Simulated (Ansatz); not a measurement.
Computed with Ansatz 0.2.0, DFT PBE, scalar-relativistic, plane waves, PAW. All cells share a 420 eV cutoff and Γ-centred k meshes spaced at most about 0.3 Å⁻¹ (about 0.25 or finer for metals, 2π included). No spin polarisation.

The zero of energy is the elements' standard structures at the same level (F₂ as a molecule); no fitted shifts are applied.

Temperature and zero-point effects are left out. The comparison covers the computed candidates alone. An odd number of electrons in the primitive cell allows no gap without spin; a larger cell or a magnetic state could open one.

A search for Na₂F gave 5 distinct relaxed structures. Coordination counts F atoms around Na (those within 1.25 times the shortest such distance or 1.15 times the sum of covalent radii; the shortest distance is added where it is long for a bond; a slash parts the counts of unlike sites). Cells relaxed within their symmetry can be saddle points.

Question: What is the best candidate for Na₂F?

Answer: The one with the anti-cadmium chloride type, space group R-3m (No. 166), reached from: a relaxed cell, shaken at random and relaxed again. It has a = 3.429 Å, c = 17.816 Å, 20.2 Å³/atom, no gap on the mesh. Na has 3 F at 2.40 Å and 9 Na at 3.37–3.43 Å; F is surrounded by 6 Na at 2.40 Å. Its energy over the elements is −1.71 eV/atom. Whether it is stable depends on the other phases of the system, which aren't compared here. An observed structure of this formula, if there is one, may be missing.

```cif
data_structure
_symmetry_space_group_name_H-M 'P 1'
_symmetry_Int_Tables_number 1
_cell_length_a 6.2598
_cell_length_b 6.2598
_cell_length_c 6.2598
_cell_angle_alpha 31.794
_cell_angle_beta 31.794
_cell_angle_gamma 31.794
_cell_volume 60.48
loop_
_atom_site_label
_atom_site_type_symbol
_atom_site_fract_x
_atom_site_fract_y
_atom_site_fract_z
_atom_site_occupancy
Na1 Na 0.74314 0.74314 0.74314 1
Na2 Na 0.25686 0.25686 0.25686 1
F1 F 0.00000 0.00000 0.00000 1
```

Question: How much higher is the P4/mmm structure with 20.2 Å³/atom and coordination Na 2 from 2.7 Å/4 (reached from: ordered vacancies on the anion sites of rock salt)?

Answer: 71 meV/atom. It has no gap on its mesh.

Question: How much higher is the R3m structure with 20.0 Å³/atom and coordination Na 3 (reached from: 3R molybdenite type (R3m))?

Answer: 33 meV/atom. It has the anti-3R molybdenite type. It has no gap on its mesh.
